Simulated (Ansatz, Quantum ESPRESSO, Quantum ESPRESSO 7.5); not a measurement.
# honeycomb SnTe, 1 layer in an electric field

How does honeycomb SnTe, 1 layer respond to a gate-like field without added charge?

Program: Quantum ESPRESSO 7.5. Level of theory: plane-wave DFT, PBE, PseudoDojo norm-conserving pseudopotentials (geometry and cross-check by Ansatz 0.2.0 with PAW datasets; geometry under PBE). Results are calculated unless marked as measured.

**1. The starting structure**

The cell holds 2 atoms: 1 Te and 1 Sn. Cell: a = 4.180 Å, b = 4.180 Å, c = 18.690 Å, α = 90.0°, β = 90.0°, γ = 120.0°. It derives from SnTe. Vacuum lies along c.

This sheet is a model structure: its symmetry is held, and its stability is not tested here.

**2. Geometry from Ansatz**

The geometry comes first, from a plane-wave PAW code, so that the later runs on this slab share one structure.

input.yaml

```yaml
crystal:
  lattice:
    - [4.18, 0.0, 0.0]
    - [-2.09, 3.6199861878, 0.0]
    - [0.0, 0.0, 18.69]
  atoms:
    - { symbol: Te, position: [0.6666666667, 0.3333333333, 0.454788657] }
    - { symbol: Sn, position: [0.3333333333, 0.6666666667, 0.545211343] }
kpoints:
  mp_grid: { grid: [6, 6, 1] }
hamiltonian:
  xc: pbe
scf:
  occupations: { method: fermi_dirac, width: 0.05 }
  convergence: { dr2_threshold: 1.0e-08 }
efield:
  axis: 3
  dipole_correction: true
  ramp_position: 0.97
  ramp_width: 0.04
relax:
  f_tol: 0.01
  cell: { fix: [c, alpha, beta] }
output:
  write_potential: true
  write_density: true
  volumetric_format: npy
```

Run with:

```console
$ ansatz run input.yaml --threads 4 --pin off --max-ram 8192MiB --backend cpu --events-out ev --progress --plain --runs-dir out
```

Numbers of over 12 decimals in the logs are rounded to 6 here.

What it wrote:

```text
Warning: relax.cell: scf.convergence.dr2_threshold = 1e-8 eV is looser than the 2e-10 eV advised for a relaxation that steers and ends on the stress (1e-10 eV for each atom of the cell: 2). What an SCF threshold leaves in a stress goes as its square root, and in the free energy as the threshold itself, and one threshold admits the most on a small cell: [figures from the program's tests cut] Set scf.convergence.dr2_threshold to 2e-10 eV or tighter. The threshold is an SCF's pass mark: one that does not reach it within its budget of iterations ends unconverged, or closes short of it on a stop that the run arms, and scf.convergence.dr2_threshold's page says what that costs each kind of run
Engine: ansatz 0.2.0, aarch64-unknown-linux-gnu
Pseudopotentials: kind: paw
Pseudopotential: Te, paw, valence charge 16, recommended cutoff 420 eV (normal), Te.paw.azcp
Pseudopotential: Sn, paw, valence charge 14, recommended cutoff 420 eV (normal), Sn.paw.azcp
Functional definition: PBE
  parameter kappa = 0.804
  parameter beta = 0.066725
  exchange = pbe_x(kappa = kappa, mu = beta*pi^2/3)
  correlation = pbe_c(beta = beta)
Crystal: 2 atoms, lattice volume = 282.809 Å³
Basis set: ecut = 420 eV, 5469 PW (Γ), exchange–correlation on 60×60×250 points (8 copies of the dense FFT grid, shifted against one another)
Bands: 19, of which v1, the nominal top of the filled ones, is band 15 counted from 1 (14 counted from 0)
Symmetry: 6 space group operations
Space group: P3m1 (ITA 156), of the structure as read, at distance tolerance 6.6e-5 Å
k-points: 7 of 36 (time reversal used)
Non-local potential: Te, projectors of the file, l = 0: 2, l = 1: 2, l = 2: 2, l = 3: 2
Non-local potential: Sn, projectors of the file, l = 0: 2, l = 1: 2, l = 2: 2, l = 3: 2
PAW form: soft (Blöchl's): semilocal exchange-correlation on the pseudo side does not see the compensation charge
PAW one-centre angular grid: Te, 590 points (default); XC on 64 Gauss nodes
PAW one-centre angular grid: Sn, 590 points (default); XC on 64 Gauss nodes
Initial density: superposition of atomic densities (neutral atoms: chi_scale 0, normalization atom), corrected by the library's trained network
Initial wavefunctions: pseudopotential atomic-orbital guess
Functional: x = pbe(κ = 0.804, μ = 0.219515), c = pbe(β = 0.066725)
SCF iter   1: F=—  HF=-13004.496151 eV  |F-HF|=—  |Δ(HF+E_count)|=         —  Δρ=8.73e-4  dr2=5.37e-3  ethr=1.77e-3  p=0.036 e·Å  D=2.33e-2 V/Å  ΔV_dip=-0.44 eV  dr2_dipole=4.16e-5  V_vac-E_F(+/−)=3.94/4.38 eV  ⟨swp⟩=7.9  Hψ=782  notcnv=0
efield: sawtooth ramp at fractional position 0.9700 (set: `efield.ramp_position`, or a place that a band, a saddle search or an elastic batch's reference lends), width 0.0400; the density the first Hamiltonian is built on has a dipole p = 0.036 e·Å; the dipole correction subtracts the counter field D = 2.33e-2 V/Å, which shifts the + side's vacuum level by -0.44 eV against the − side's; the planar-averaged density in the ramp window peaks in size at 1.7e-5 e/Å³
preconditioner: auto → Resta (q_TF=auto, 1.877 Å⁻¹)  ε∞=1.8  [insulator: Δε(μ)=1.867 eV  Ē_g=7.895 eV  σ=0.050 eV  W_gap=1.00  n_scr=40 (ndim 8)  ℏωp=7.0 eV  f_vac=0.692  D(μ)=0.00/eV (n_scr^D=0)  ε∞_Penn≈1.8  vacuum switching on, ρ_ref=4.5e-3 e/Å³]
SCF iter   2: F=—  HF=-13004.496542 eV  |F-HF|=—  |Δ(HF+E_count)|=   3.91e-4  Δρ=4.39e-4  dr2=8.39e-4  ethr=1.79e-5  p=0.041 e·Å  D=2.64e-2 V/Å  ΔV_dip=-0.49 eV  dr2_dipole=2.43e-5  V_vac-E_F(+/−)=4.01/4.50 eV  ⟨swp⟩=2.4  Hψ=320  notcnv=0
SCF iter   3: F=—  HF=-13004.497547 eV  |F-HF|=—  |Δ(HF+E_count)|=   1.01e-3  Δρ=1.86e-4  dr2=2.20e-4  ethr=2.80e-6  p=0.045 e·Å  D=2.87e-2 V/Å  ΔV_dip=-0.54 eV  dr2_dipole=4.90e-6  V_vac-E_F(+/−)=4.03/4.56 eV  ⟨swp⟩=2.6  Hψ=235  notcnv=0
SCF iter   4: F=—  HF=-13004.498139 eV  |F-HF|=—  |Δ(HF+E_count)|=   5.91e-4  Δρ=1.48e-4  dr2=5.83e-4  ethr=7.33e-7  p=0.044 e·Å  D=2.79e-2 V/Å  ΔV_dip=-0.52 eV  dr2_dipole=1.51e-4  V_vac-E_F(+/−)=4.06/4.59 eV  ⟨swp⟩=3.0  Hψ=248  notcnv=0  recentre
SCF iter   5: F=—  HF=-13004.498069 eV  |F-HF|=—  |Δ(HF+E_count)|=   7.00e-5  Δρ=5.42e-5  dr2=1.57e-5  ethr=7.33e-7  p=0.047 e·Å  D=2.98e-2 V/Å  ΔV_dip=-0.56 eV  dr2_dipole=1.01e-6  V_vac-E_F(+/−)=4.05/4.61 eV  ⟨swp⟩=2.0  Hψ=149  notcnv=0
SCF iter   6: F=—  HF=-13004.498067 eV  |F-HF|=—  |Δ(HF+E_count)|=   1.10e-6  Δρ=1.26e-5  dr2=4.93e-7  ethr=5.23e-8  p=0.047 e·Å  D=2.99e-2 V/Å  ΔV_dip=-0.56 eV  dr2_dipole=1.95e-8  V_vac-E_F(+/−)=4.06/4.61 eV  ⟨swp⟩=2.1  Hψ=216  notcnv=0
SCF iter   7: F=—  HF=-13004.498008 eV  |F-HF|=—  |Δ(HF+E_count)|=   5.95e-5  Δρ=3.45e-6  dr2=4.61e-8  ethr=1.64e-9  p=0.047 e·Å  D=2.98e-2 V/Å  ΔV_dip=-0.56 eV  dr2_dipole=1.20e-9  V_vac-E_F(+/−)=4.06/4.61 eV  ⟨swp⟩=2.7  Hψ=234  notcnv=0
SCF iter   8: F=-13004.498008 eV  HF=-13004.498008 eV  |F-HF|=1.60e-9  |Δ(HF+E_count)|=   3.66e-8  Δρ=5.54e-7  dr2=1.25e-9  ethr=3.33e-11  p=0.047 e·Å  D=2.98e-2 V/Å  ΔV_dip=-0.56 eV  dr2_dipole=5.07e-12  V_vac-E_F(+/−)=4.06/4.61 eV  ⟨swp⟩=9.4  Hψ=784  notcnv=0
SCF 1 converged in 8 iterations: F = -13004.498008 eV  dr2 = 1.25e-9
  greatest PAW one-centre occupation: 0.998 electrons in one spin orbital (limit 2), on the Te atom at site 0 (counted from 0), in its partial waves of l = 2
relax step   1: F+E_penalty+E_count = -13004.49800805 eV  Δ(F+E_penalty+E_count) = +0.000e0 eV  max|allowed force component| = 3.542e-2 eV/Å  Δτ_max = 0.0000 Å  P = +0.003 GPa  Ω = 282.809 Å³  fix = [c, alpha, beta]  reactions: c -0.034 GPa  (8 SCF iters, accepted)
Crystal: 2 atoms, lattice volume = 283.771 Å³
Basis set: ecut = 420 eV, 5493 PW (Γ), exchange–correlation on 60×60×250 points (8 copies of the dense FFT grid, shifted against one another)
Initial density: handed on by an earlier stage of this run
Initial wavefunctions: those handed on with the density
iter 1 solved again at ethr=1.40e-6 eV; its pass at ethr=3.10e-3 eV (dr2=4.19e-4 eV) is discarded
SCF iter   1: F=—  HF=-13004.498123 eV  |F-HF|=—  |Δ(HF+E_count)|=         —  Δρ=2.09e-4  dr2=4.56e-4  ethr=1.40e-6  p=0.047 e·Å  D=2.98e-2 V/Å  ΔV_dip=-0.56 eV  dr2_dipole=5.67e-5  V_vac-E_F(+/−)=4.06/4.62 eV  ⟨swp⟩=2.1  Hψ=828  notcnv=0
[...]
SCF iter   3: F=—  HF=-13004.498263 eV  |F-HF|=—  |Δ(HF+E_count)|=   3.81e-5  Δρ=5.43e-5  dr2=1.40e-5  ethr=5.66e-7  p=0.046 e·Å  D=2.96e-2 V/Å  ΔV_dip=-0.55 eV  dr2_dipole=1.02e-6  V_vac-E_F(+/−)=4.07/4.62 eV  ⟨swp⟩=1.9  Hψ=143  notcnv=0
SCF iter   4: F=—  HF=-13004.498245 eV  |F-HF|=—  |Δ(HF+E_count)|=   1.77e-5  Δρ=1.71e-5  dr2=6.72e-7  ethr=4.66e-8  p=0.046 e·Å  D=2.97e-2 V/Å  ΔV_dip=-0.55 eV  dr2_dipole=7.29e-10  V_vac-E_F(+/−)=4.07/4.62 eV  ⟨swp⟩=2.0  Hψ=157  notcnv=0
SCF iter   5: F=—  HF=-13004.498182 eV  |F-HF|=—  |Δ(HF+E_count)|=   6.36e-5  Δρ=2.89e-6  dr2=2.54e-8  ethr=2.24e-9  p=0.046 e·Å  D=2.97e-2 V/Å  ΔV_dip=-0.55 eV  dr2_dipole=7.36e-10  V_vac-E_F(+/−)=4.07/4.62 eV  ⟨swp⟩=2.0  Hψ=166  notcnv=0
SCF iter   6: F=-13004.498182 eV  HF=-13004.498182 eV  |F-HF|=9.15e-10  |Δ(HF+E_count)|=   1.48e-8  Δρ=5.29e-7  dr2=9.78e-10  ethr=3.33e-11  p=0.046 e·Å  D=2.96e-2 V/Å  ΔV_dip=-0.55 eV  dr2_dipole=3.61e-12  V_vac-E_F(+/−)=4.07/4.62 eV  ⟨swp⟩=8.6  Hψ=767  notcnv=0
SCF 3 converged in 6 iterations: F = -13004.498182 eV  dr2 = 9.78e-10
relax step   3: F+E_penalty+E_count = -13004.49818152 eV  Δ(F+E_penalty+E_count) = -1.735e-4 eV  max|allowed force component| = 1.537e-3 eV/Å  Δτ_max = 0.0034 Å  P = +0.017 GPa  Ω = 283.377 Å³  energy of the carried Pulay correction = -2.181e-5 eV  fix = [c, alpha, beta]  reactions: c +0.001 GPa  (6 SCF iters, accepted)
Initial wavefunctions: pseudopotential atomic-orbital guess (no wavefunctions were taken with the density)
iter 1 solved again at ethr=1.25e-6 eV; its pass at ethr=3.10e-3 eV (dr2=3.75e-4 eV) is discarded
SCF iter   1: F=—  HF=-13004.497704 eV  |F-HF|=—  |Δ(HF+E_count)|=         —  Δρ=3.17e-5  dr2=8.60e-8  ethr=1.25e-6  p=0.046 e·Å  D=2.96e-2 V/Å  ΔV_dip=-0.55 eV  dr2_dipole=6.23e-11  V_vac-E_F(+/−)=4.07/4.62 eV  ⟨swp⟩=3.3  Hψ=1119  notcnv=0
efield: sawtooth ramp at fractional position 0.9700 (set: `efield.ramp_position`, or a place that a band, a saddle search or an elastic batch's reference lends), width 0.0400; the density the first Hamiltonian is built on has a dipole p = 0.046 e·Å; the dipole correction subtracts the counter field D = 2.96e-2 V/Å, which shifts the + side's vacuum level by -0.55 eV against the − side's; the planar-averaged density in the ramp window peaks in size at 1.0e-6 e/Å³
eigensolver tolerance schedule: the retry pair's looser diagonalisation over-reported the residual by 4358.45 of it (diagonalisation noise at an unbounded share of the residual, at the tolerance the schedule requests for it); recorded, not acted on — ethr = c·dr2/N_el stays at c = 1.0e-1
preconditioner: auto → Resta (q_TF=auto, 1.877 Å⁻¹)  ε∞=1.8  [insulator: Δε(μ)=1.909 eV  Ē_g=7.911 eV  σ=0.050 eV  W_gap=1.00  n_scr=40 (ndim 8)  ℏωp=7.0 eV  f_vac=0.693  D(μ)=0.00/eV (n_scr^D=0)  ε∞_Penn≈1.8  vacuum switching on, ρ_ref=4.5e-3 e/Å³]
SCF iter   2: F=—  HF=-13004.498009 eV  |F-HF|=—  |Δ(HF+E_count)|=   3.05e-4  Δρ=1.60e-5  dr2=4.01e-8  ethr=2.87e-10  p=0.046 e·Å  D=2.97e-2 V/Å  ΔV_dip=-0.55 eV  dr2_dipole=1.13e-9  V_vac-E_F(+/−)=4.07/4.62 eV  ⟨swp⟩=3.3  Hψ=304  notcnv=0
SCF iter   3: F=—  HF=-13004.498114 eV  |F-HF|=—  |Δ(HF+E_count)|=   1.05e-4  Δρ=9.74e-6  dr2=1.54e-8  ethr=1.34e-10  p=0.046 e·Å  D=2.96e-2 V/Å  ΔV_dip=-0.55 eV  dr2_dipole=2.21e-9  V_vac-E_F(+/−)=4.07/4.62 eV  ⟨swp⟩=2.6  Hψ=207  notcnv=0
SCF iter   4: F=—  HF=-13004.498184 eV  |F-HF|=—  |Δ(HF+E_count)|=   7.00e-5  Δρ=4.17e-6  dr2=2.37e-8  ethr=3.33e-11  p=0.046 e·Å  D=2.97e-2 V/Å  ΔV_dip=-0.55 eV  dr2_dipole=5.56e-9  V_vac-E_F(+/−)=4.07/4.62 eV  ⟨swp⟩=13.7  Hψ=963  notcnv=0
SCF iter   5: F=-13004.498211 eV  HF=-13004.498210 eV  |F-HF|=7.70e-7  |Δ(HF+E_count)|=   2.66e-5  Δρ=4.82e-7  dr2=5.23e-10  ethr=3.33e-11  p=0.046 e·Å  D=2.96e-2 V/Å  ΔV_dip=-0.55 eV  dr2_dipole=2.09e-12  V_vac-E_F(+/−)=4.07/4.62 eV  ⟨swp⟩=9.7  Hψ=882  notcnv=0
SCF 4 converged in 5 iterations: F = -13004.498211 eV  dr2 = 5.23e-10
relax step   4: F+E_penalty+E_count = -13004.49821101 eV  Δ(F+E_penalty+E_count) = -2.948e-5 eV  max|allowed force component| = 1.534e-3 eV/Å  Δτ_max = 0.0000 Å  P = +0.017 GPa  Ω = 283.377 Å³  fix = [c, alpha, beta]  reactions: c +0.001 GPa  stress off target by 2.43e-2 GPa on what of the cell is left free  SCF on the basis re-selected at this cell (its energy is not comparable with the rows above)  (5 SCF iters)
basis re-selected at this cell: Δ(F+E_penalty+E_count) = -2.948e-5 eV, ΔP = -0.000 GPa vs the last step (what re-selecting the basis moved, of the pressure what is left beyond the Pulay correction that the steps carried, after the strain that the cell walked since its last selection, with what the two solves' SCF thresholds leave and, on support functions, any second-order correction that the steps lacked; it is no m [...]
WARN: The input density's exchange-correlation potential varies sharply where the density is thin. Do not read a vacuum level from v_tot or v_xc, or from such a field of the output density. On a cell that repeats whose density bears no net charge and no dipole along the vacuum's axis use v_es (v_loc + v_h of the components); under efield.dipole_correction with no amplitude use v_es + v_field, which holds any external [...]
SCF converged after 5 iterations
Free energy (F): -13004.498211 eV
Harris-Foulkes:  -13004.498210 eV  (|F-HF|=7.70e-7)
Internal energy: -13004.498211 eV  (E = F + TS)
E sigma→0 (E₀):  -13004.498211 eV
Fermi energy:    -1.302801 eV
Dipole field:    D = 0.029648 V/Å  (p = 0.046429 e·Å, saw-weighted, corrected)
Work function:   Φ+ = 4.0676 eV   Φ− = 4.6217 eV
Levels:          The Fermi level and band energies are counted from a zero that moves with the ramp; work functions are not
--- Per-component energies (eV) ---
  E_band       = -670.990285
  E_kinetic    = 365.103192
  E_local      = -13542.705496  (includes V_loc(G=0)·N_el)
  E_nonlocal   = -342.826109
  E_hartree    = 6890.292154
  E_xc         = -506.205048
  E_vxc        = -198.909857  (∫ρ·V_xc dr)
  E_paw        = -8796.692757  (= ΣΔE_a)
  E_vpaw       = -732.123928  (= ΣTr[D̂ρ^β])
  E_aug_tail   = -0.000202  (compensation charges beyond the density's cutoff)
  E_efield     = 0.000688  (sawtooth field / dipole correction)
  E_vefield    = -0.114954  (∫n·V_field dr)
  E_ewald      = 2928.535365
  E_smearing   = -0.000000  (= −TS)
  E_closure    = 0.000000  (closes the sum)
  Σ components = -13004.498211   (vs F -13004.498211, Δ=0.00e0)
--- Forces (eV/Å), atoms counted from 1 ---
  atom   1  Te    -0.00000000     0.00000000    -0.00153305
  atom   2  Sn     0.00000000    -0.00000000     0.00153472
  max |Σ_I F_I| component: 1.67e-6 eV/Å
--- Stress (GPa, compression-positive) ---
        0.024341      -0.000000       0.000000
        0.000000       0.024341       0.000000
        0.000000       0.000000       0.001388
  P = ⅓ Tr σ = 0.0167 GPa (0.167 kbar)
--- Band table (eV; the first three rows and the last of 7) ---
  k-point 0: bands = [... 11 lower, -7.7285, -2.4882, -2.2384, -2.2384, -0.1228, 1.4790, 1.4790, 2.4602]
  k-point 1: bands = [... 11 lower, -7.7105, -3.6412, -2.6186, -2.3630, 0.1984, 1.4629, 1.7725, 2.8125]
  k-point 2: bands = [... 11 lower, -8.0009, -4.6811, -3.1923, -2.6341, -0.3290, 1.3807, 1.9214, 3.4890]
  k-point 6: bands = [... 11 lower, -8.4118, -5.1112, -3.9332, -3.1460, -0.1590, 1.5062, 2.0226, 4.8458]
--- Relaxed structure (3 steps of the walk, 2 accepted, 1 SCFs on fresh bases) ---
  F+E_penalty+E_count = -13004.49821101 eV   max|allowed force component| = 1.534e-3 eV/Å   (the final SCF, on the basis selected at the relaxed cell)
  cell:  # Å, volume = 283.3766 Å³
    - [4.184196, 0.0, 0]
    - [-2.092098, 3.623620, 0]
    - [0, 0, 18.69]
  atoms:
    - { symbol: Te, position: [0.666667, 0.333333, 0.454970] }
    - { symbol: Sn, position: [0.333333, 0.666667, 0.545030] }
```

The job ended after 3.6 s (4 threads of Arm Neoverse V2, shared host; peak memory 0.52 GiB).

Step by step:

```
step  energy less that of the first step (eV)  largest force component (eV/Å)  pressure (GPa)  volume (Å³)
   1                                   0.0000                          0.0354            0.00       282.81
   2                                   0.0001                          0.0637            0.05       283.77
   3                                  -0.0002                          0.0015            0.02       283.38
  4*                                  -0.0002                          0.0015            0.02       283.38
```

Relaxation steps marked * repeat the geometry before them on a plane-wave basis chosen anew for their cell, so energy and pressure can jump there. Relaxation step 2 was tried and not accepted.

| cell as run | before | after | change |
| --- | --- | --- | --- |
| a (Å) | 4.180 | 4.184 | +0.1 % |
| b (Å) | 4.180 | 4.184 | +0.1 % |

Final coordinates:

```cif
data_structure
_symmetry_space_group_name_H-M 'P 1'
_symmetry_Int_Tables_number 1
_cell_length_a 4.1842
_cell_length_b 4.1842
_cell_length_c 18.6900
_cell_angle_alpha 90.000
_cell_angle_beta 90.000
_cell_angle_gamma 120.000
_cell_volume 283.38
loop_
_atom_site_label
_atom_site_type_symbol
_atom_site_fract_x
_atom_site_fract_y
_atom_site_fract_z
_atom_site_occupancy
Te1 Te 0.66667 0.33333 0.45497 1
Sn2 Sn 0.33333 0.66667 0.54503 1
```

Read from the output:

```
free energy                                                      : -13004.4982 eV
Fermi energy                                                     : -1.303 eV
gap by band count                                                : 1.909 eV
symmetry operations                                              : 6
dipole along the normal                                          : 0.04643 e·Å
vacuum level at the upper face over a Fermi level inside the gap : 4.068 eV
vacuum level at the lower face over a Fermi level inside the gap : 4.622 eV
```

[end of part 1 of 6]

[Logs are printed without paths, hosts, clocks, repeated set-up lines and the standing remarks that a program may print on its own settings, such as how far it seeks lower states.]

[Hosts, paths, dates, database ids (printed as entryN), source tags and the programs' standing remarks are cut or masked in the printed files.]

[Maps of the electrostatic potential energy from Ansatz leave out the sawtooth potential of an applied field or a dipole correction, so their vacuum need not be flat; planar profiles and work functions include it.]
